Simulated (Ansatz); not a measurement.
Density of states of Mn

Space group Fd-3m:1 (No. 227). a = 4.951 Å, b = 4.951 Å, c = 4.951 Å, α = 90.00°, β = 90.00°, γ = 90.00°
```json
{"atom": "Mn", "site": "8b", "symmetry": "-43m", "x": "0.0000", "y": "0.0000", "z": "0.5000"}
```

The runs use the primitive cell with vectors (0.000, 2.476, 2.476), (2.476, 0.000, 2.476), (2.476, 2.476, 0.000) Å, to which the k mesh refers.

It takes space group Fd-3m (No. 227, cubic). Conventional cell: a = 4.951 Å, b = 4.951 Å, c = 4.951 Å, α = 90.00°, β = 90.00°, γ = 90.00°. Mn (site symmetry -43m) is surrounded by 4 Mn at 2.14 Å.

The cell was built from the diamond type and relaxed in the same program, and has space group Fd-3m; it needn't be a known or the stable phase.

The magnetic state is the one reached from the start moments; no search over orders was made, so it needn't be the ground state.

Theory: Ansatz 0.2.0, DFT, PBE, all-electron LAPW, scalar-relativistic.

Sampling and basis: a Γ-centred 13×13×13 k mesh, Fermi–Dirac smearing of 0.05 eV, basis error target 0.5 meV/atom, spin-polarised from start moments Mn1 4, Mn2 4 μB, ending with a cell moment of 0.00 μB.

States per eV and cell, averaged over 0.4 eV, from -6.6 to 6.8 eV, with energies (bin centres) from the Fermi level; empty bins are left out. The partial columns, the largest 4 alone, are projections on Löwdin-orthogonalised atomic shells (those that the program's projection atoms carry: the occupied ones and, for some elements, an empty d or f shell; other empty shells have no column), summed over atoms of an element and both spins. Weights on diffuse s and p shells depend on that basis and aren't pure angular character.

```tsv
E (eV)	spin-up	spin-down	Mn 3d	Mn 4s	Mn 3s	Mn 3p
-6.5	0.01	0.01	0.00	0.02	0.00	0.00
-6.1	0.05	0.05	0.00	0.10	0.01	0.00
-5.7	0.08	0.08	0.00	0.16	0.01	0.00
-5.3	0.11	0.11	0.01	0.21	0.01	0.00
-4.9	0.14	0.14	0.02	0.25	0.01	0.00
-4.5	0.18	0.18	0.04	0.31	0.01	0.00
-4.1	0.26	0.26	0.12	0.37	0.01	0.00
-3.7	1.31	1.31	2.00	0.54	0.01	0.01
-3.3	1.91	1.91	3.44	0.32	0.01	0.01
-2.9	0.95	0.95	1.82	0.06	0.00	0.00
-2.5	1.95	1.95	3.64	0.23	0.01	0.01
-2.1	4.16	4.16	7.67	0.57	0.01	0.02
-1.7	2.62	2.62	4.87	0.30	0.00	0.01
-1.3	1.11	1.11	1.77	0.42	0.00	0.01
-0.9	0.53	0.53	0.65	0.35	0.00	0.01
-0.5	2.00	2.00	3.25	0.39	0.01	0.01
-0.1	0.14	0.14	0.26	0.01	0.00	0.00
0.3	1.76	1.76	3.33	0.08	0.00	0.01
0.7	1.86	1.86	3.47	0.13	0.00	0.01
1.1	0.64	0.64	0.99	0.18	0.00	0.00
1.5	1.14	1.14	2.03	0.12	0.00	0.00
1.9	2.38	2.38	4.53	0.11	0.00	0.00
2.3	1.87	1.87	3.48	0.19	0.00	0.00
2.7	0.29	0.29	0.31	0.17	0.00	0.00
3.1	0.39	0.39	0.37	0.33	0.00	0.00
3.5	0.42	0.42	0.34	0.40	0.01	0.00
3.9	0.39	0.39	0.25	0.36	0.01	0.00
4.3	0.38	0.38	0.18	0.30	0.01	0.00
4.7	0.38	0.38	0.14	0.27	0.01	0.00
5.1	0.41	0.41	0.12	0.24	0.01	0.00
5.5	0.42	0.42	0.10	0.21	0.01	0.00
5.9	0.42	0.42	0.08	0.18	0.01	0.00
6.3	0.40	0.40	0.07	0.16	0.01	0.00
6.7	0.40	0.40	0.06	0.14	0.01	0.00
```

Task: Which of the resolved shells contributes most within 0.3 eV of the Fermi level?

Result: Mn 3d, with 94 % of all states there; Mn 4s follows with 3 %.

Task: Where is the centre of the filled Mn 3d states between -14 eV and the top of the filled states?

Result: -2.13 eV from the Fermi level.
